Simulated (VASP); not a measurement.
Input of a VASP 6.6.1 run:

File INCAR:

```
  PREC = Accurate
  ENCUT = 600
  EDIFF = 1E-7
  ISMEAR = 0
  SIGMA = 0.03
  LREAL = False
  LASPH = True
  NELM = 80
  ALGO = Normal
  ISIF = 3
  LWAVE = False
  LCHARG = False
  GGA = PS
  IBRION = 2
  NSW = 90
  EDIFFG = -0.005
```

File KPOINTS:

```
regular mesh
0
Gamma
  10 10 10
```

File POSCAR:

```
BAs                                     
1.0
    0.0000000000      2.3885000000      2.3885000000
    2.3885000000      0.0000000000      2.3885000000
    2.3885000000      2.3885000000      0.0000000000
  B               As            
     1     1
Direct
     0.0000000000000000    0.0000000000000000    0.0000000000000000
     0.2500000000000000    0.2500000000000000    0.2500000000000000
```

Potentials or basis: VASP PAW PBE potentials, release 64 (B, As).

Launch:

```console
$ cat potpaw_PBE.64/B/POTCAR potpaw_PBE.64/As/POTCAR > POTCAR
$ mpirun -np 1 vasp_std > vasp.out
```

Problem. Estimate the band gap on the k mesh.

Solution. 1.08 eV, indirect (least direct gap 3.24 eV).

Final structure:
```
B As
1.0
     0.00000    2.38850    2.38850
     2.38850    0.00000    2.38850
     2.38850    2.38850    0.00000
B As
1 1
Direct
  0.00000 0.00000 0.00000
  0.25000 0.25000 0.25000
```

Caveat: the relaxation stopped at its first step, so nothing moved. A hybrid or GW would open this gap; PBEsol tends to underestimate it.
